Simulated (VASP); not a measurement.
Crystal: TaS2.

```xyz
3
Lattice="3.3500 0.0000 0.0000 -1.6750 2.9012 0.0000 0.0000 0.0000 5.8600" Properties=species:S:1:pos:R:3 pbc="T T T"
Ta    0.0000    0.0000    0.0000
S     1.6750    0.9671    4.3950
S     0.0000    1.9341    1.4650
```

* Program: VASP 6.6.1
* Task: relaxation of cell and atoms
* Functional: RPBE
* Dispersion: D4
* Potentials or basis: VASP PAW PBE potentials, release 64 (Ta_pv, S)
* Cutoff: 600 eV
* k mesh: 9 × 9 × 5
* Occupations: fermi-dirac, width 0.05 eV
* Spin: no spin polarisation

At the start: pressure 5.3 GPa; volume 18.98 Å³/atom.

Q: How do energy, volume and symmetry change on relaxing?

A: Over 26 steps the energy falls by 36.5 meV/atom and the volume is 18.32 Å³/atom (-3.5 %); space group P-3m1 (No. 164, to 0.05 Å).

Step by step:
```tsv
step	energy change (eV)	largest force (eV/Å)	pressure (GPa)	volume (Å³)
1	0.0000	1.3049	5.30	56.95
2	0.1025	1.1983	-10.45	62.28
3	-0.0692	0.2342	-1.76	58.93
4	-0.0692	0.2664	-1.52	58.86
5	-0.0874	0.1609	-0.72	57.87
6	-0.0897	0.1082	-0.29	57.37
7	-0.0937	0.1499	0.08	56.96
8	-0.1010	0.2800	1.30	55.71
9	-0.1015	0.3358	1.88	55.17
10	-0.1025	0.3184	1.77	55.13
11	-0.1050	0.2651	1.48	55.01
12	-0.1080	0.1587	0.91	54.78
13	-0.1062	0.0566	-0.13	54.30
14	-0.1086	0.0883	0.56	54.62
15	-0.1089	0.0721	0.43	54.70
16	-0.1094	0.0202	-0.02	54.96
17	-0.1094	0.0145	-0.06	54.99
18	-0.1094	0.0123	-0.06	55.00
19	-0.1094	0.0085	-0.11	55.02
20	-0.1094	0.0125	-0.10	55.01
21	-0.1094	0.0108	-0.08	54.99
22	-0.1095	0.0130	-0.01	54.96
23	-0.1095	0.0124	0.02	54.95
24	-0.1095	0.0144	0.04	54.95
25	-0.1095	0.0145	0.02	54.95
26	-0.1095	0.0048	-0.01	54.96
```

Final structure:
```
CELL_PARAMETERS angstrom
3.32252 0.00000 0.00000
-1.66126 2.87739 0.00000
0.00000 0.00000 5.74855
ATOMIC_POSITIONS crystal
Ta 0.00000 0.00000 0.00000
S 0.66667 0.33333 0.73046
S 0.33333 0.66667 0.26954
```

Caveat: the PAW data sets were made with another functional, which shifts forces and pressure a little.
